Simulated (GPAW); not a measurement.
Write an ASE script for GPAW 26.7.0 that does the following.

```
Task                : electron localisation function
Functional          : PBE
Potentials or basis : GPAW PAW data sets (gpaw-data 1.2.1)
Cutoff              : 600 eV
Basis               : pw
k mesh              : 9 × 9 × 9
Occupations         : fermi-dirac, width 0.05 eV
Spin                : no spin polarisation
Maxiter             : 150
```

The system is Pb.

```
Pb
1.0
    -1.97966    1.97966    1.97966
     1.97966   -1.97966    1.97966
     1.97966    1.97966   -1.97966
Pb
1
Direct
  0.00000 0.00000 0.00000
```

This isn't the form of Pb at room conditions, which is fcc.

These files were run (other wordings do the same):

run.py

```python
from ase import Atoms
from ase.dft.bandgap import bandgap
from ase.io import write
from ase.units import Bohr, GPa
from gpaw import GPAW, PW
from gpaw.elf import elf_from_dft_calculation

atoms = Atoms(['Pb'],
              cell=[[-1.9796595667, 1.9796595667, 1.9796595667],
                    [1.9796595667, -1.9796595667, 1.9796595667],
                    [1.9796595667, 1.9796595667, -1.9796595667]],
              scaled_positions=[[0.0, 0.0, 0.0]],
              pbc=True)

calc = GPAW(mode=PW(600),
            xc='PBE',
            kpts={'size': (9, 9, 9), 'gamma': True},
            occupations={'name': 'fermi-dirac', 'width': 0.05},
            nbands=14,
            convergence={'density': 1e-05, 'energy': 1e-05},
            maxiter=150,
            txt='gpaw.txt')
atoms.calc = calc
energy = atoms.get_potential_energy()
forces = atoms.get_forces()
stress = atoms.get_stress()
calc.write('gs.gpw')
write('result.traj', atoms)
print(f'Energy: {energy:.6f} eV')
print('Forces (eV/A):')
print(forces.round(4))
print('Stress (GPa):', (stress / GPa).round(3))
print('Fermi level:', round(calc.get_fermi_level(), 4), 'eV')
print(f'Gap: {bandgap(calc)[0]:.4f} eV, direct: {bandgap(calc, direct=True)[0]:.4f} eV')

# fields on the real-space grid
write('density.cube', atoms, data=calc.get_pseudo_density() * Bohr**3)
write('potential.cube', atoms, data=calc.get_electrostatic_potential())
write('elf.cube', atoms, data=elf_from_dft_calculation(calc).data)
```

Potentials or basis: GPAW PAW data sets (gpaw-data 1.2.1), pw.

Run with:

```bash
$ OMP_NUM_THREADS=1 python run.py
```

Results of the run:

- Pressure: 0.5 GPa
- Band gap on the k mesh: none (metal or under the smearing width)

Run time: 6.3 s on 1 thread of Arm Neoverse V2, with other jobs on the host, peak memory 0.14 GiB.
